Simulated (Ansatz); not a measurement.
## Al2Au in Ansatz: the effect of functional

Al2Au:

```
CELL_PARAMETERS angstrom
0.00000 3.01987 3.01987
3.01987 0.00000 3.01987
3.01987 3.01987 0.00000
ATOMIC_POSITIONS crystal
Au 0.00000 0.00000 0.00000
Al 0.75000 0.75000 0.75000
Al 0.25000 0.25000 0.25000
```

The cell isn't the ideal one: volume scaled by 1.02.

Alike in all runs:

* Program: Ansatz 0.2.0
* Task: single point
* Potentials or basis: Ansatz PAW
* k mesh: 8 × 8 × 8
* Occupations: fermi-dirac, width 0.05 eV
* Spin: no spin polarisation

```csv
functional,cutoff,pressure (GPa)
LDA,420 eV (not typed: the program's choice for these potentials),-4.7
r2SCAN,500 eV (not typed: the program's choice for these potentials),-1.8
PBE,420 eV (not typed: the program's choice for these potentials),?
```

Question: What does the run with functional PBE give?

Answer: Pressure 1.0 GPa.

Caveats: the PAW data sets come from PBE, with cores solved anew for the run's functional, which leaves a small shift of forces and pressure (some runs).
